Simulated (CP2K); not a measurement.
Runs of CP2K 2026.2 on Ir. Symmetry: Fm-3m, No. 225, cubic system. The conventional cell has a = 3.831 Å, b = 3.831 Å, c = 3.831 Å, α = 90.00°, β = 90.00°, γ = 90.00°. Around Ir (site symmetry m-3m) lie 12 Ir at 2.71 Å. 

```tsv
task	level	potentials or basis	smearing	EPS_DEFAULT	NGRIDS	basis sets	potentials	points a segment of the path (NPOINTS)	gap on the mesh (eV)	pressure (GPa)
band structure	vdW-DF-cx	POTENTIAL_UZH Ir GTH-PBE-q17; TZVP-MOLOPT-PBE-GTH basis	fermi-dirac 0.05 eV	1.0E-9	5	Ir TZVP-MOLOPT-PBE-GTH-q17	Ir GTH-PBE-q17 of POTENTIAL_UZH	6	none	(a)
band structure	OLYP	POTENTIAL_UZH Ir GTH-PBE-q17; TZVP-MOLOPT-PBE-GTH basis	fermi-dirac 0.05 eV	1.0E-9	5	Ir TZVP-MOLOPT-PBE-GTH-q17	Ir GTH-PBE-q17 of POTENTIAL_UZH	6	none	0.1
single point	PBE	POTENTIAL_UZH Ir GTH-PBE-q17; TZVP-MOLOPT-PBE-GTH basis	gaussian 0.05 eV	1.0E-10	4	Ir TZVP-MOLOPT-PBE-GTH-q17	Ir GTH-PBE-q17 of POTENTIAL_UZH	-	none	9.2
band structure	PBEsol	POTENTIAL_UZH Ir GTH-PBE-q17; TZVP-MOLOPT-PBE-GTH basis	fermi-dirac 0.01 eV	1.0E-9	4	Ir TZVP-MOLOPT-PBE-GTH-q17	Ir GTH-PBE-q17 of POTENTIAL_UZH	10	none	-1.7
band structure	LDA	GTH_POTENTIALS Ir GTH-PADE-q17; TZVP-MOLOPT-PBE-GTH basis	fermi-dirac 0.05 eV	1.0E-9	5	Ir TZVP-MOLOPT-PBE-GTH-q17	Ir GTH-PADE-q17 of GTH_POTENTIALS	8	none	(b)
band structure	r2SCAN	POTENTIAL_UZH Ir GTH-SCAN-q17; TZVP-MOLOPT-SCAN-GTH basis	fermi-dirac 0.01 eV	1.0E-10	4	Ir TZVP-MOLOPT-SCAN-GTH-q17	Ir GTH-SCAN-q17 of POTENTIAL_UZH	8	none	-5.0
band structure	PBEsol	POTENTIAL_UZH Ir GTH-PBE-q17; TZVP-MOLOPT-PBE-GTH basis	fermi-dirac 0.1 eV	1.0E-9	4	Ir TZVP-MOLOPT-PBE-GTH-q17	Ir GTH-PBE-q17 of POTENTIAL_UZH	10	none	-1.5
```

Alike in all rows: no spin polarisation; cell as given; k mesh 12 × 12 × 12.

Fill in the values left out.

(a) 0.9; (b) -18.8.

Caveats: the basis of atomic orbitals isn't converged, which shifts pressures, moduli and gaps; the potentials were made for another functional, which shifts forces and pressure (some runs); so large a pressure means that the cell lies far from this level's equilibrium, or that cutoff or potentials fall short (some runs).

A k mesh can miss the band edges, and the runs leave out spin-orbit coupling on Ir.

A gap of «none» marks a metal or a gap under the smearing width.

Not every run made on this cell is shown here.
